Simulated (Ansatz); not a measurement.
The system is CO2.

```
O C
1.0
    -1.97473    1.97473    3.01406
     1.97473   -1.97473    3.01406
     1.97473    1.97473   -3.01406
O C
4 2
Cartesian
  1.3223 0.9874 3.7676
  0.6525 0.9874 0.7535
  2.9621 0.6525 -0.7535
  -0.9874 1.3223 2.2605
  0.0000 0.0000 0.0000
  0.0000 1.9747 1.5070
```

The cell comes from a database or a generator and needn't be the stable form of this composition.

```yaml
Program: Ansatz 0.2.0
Task: relaxation of cell and atoms
Functional: r2SCAN
Potentials_or_basis: Ansatz PAW
Cutoff: "500 eV (not typed: the program's choice for these potentials)"
k_mesh: 9 × 9 × 9
Occupations: fermi-dirac, width 0.05 eV
Spin: no spin polarisation
```

At the start: volume 7.84 Å³/atom.

Q: How do energy, volume and symmetry change on relaxing?

A: It ends after 5 steps and the volume is 7.55 Å³/atom (-3.6 %); space group I-42d (No. 122, to 0.05 Å).

Step by step:
| step | energy change (eV) | largest force (eV/Å) | volume (Å³) |
| --- | --- | --- | --- |
| 1 | 0.0000 | 0.2716 | 47.01 |
| 2 | -0.0353 | 0.1503 | 45.76 |
| 3 | -0.0401 | 0.0282 | 45.28 |
| 4 | -0.0402 | 0.0081 | 45.32 |
| 5 | -0.0382 | 0.0076 | 45.32 |

Final structure:
```
CELL_PARAMETERS angstrom
-1.95401 1.95401 2.96770
1.95401 -1.95401 2.96770
1.95401 1.95401 -2.96770
ATOMIC_POSITIONS crystal
O 0.87500 0.95744 0.58244
O 0.37500 0.29256 0.41756
O 0.04256 0.62500 0.91756
O 0.70744 0.12500 0.08244
C 0.00000 0.00000 0.00000
C 0.75000 0.25000 0.50000
```

Caveat: the plane-wave basis is chosen anew once the cell has moved, so the energies of steps on either side of that aren't comparable; the PAW data sets come from PBE, with cores solved anew for the run's functional, which leaves a small shift of forces and pressure.
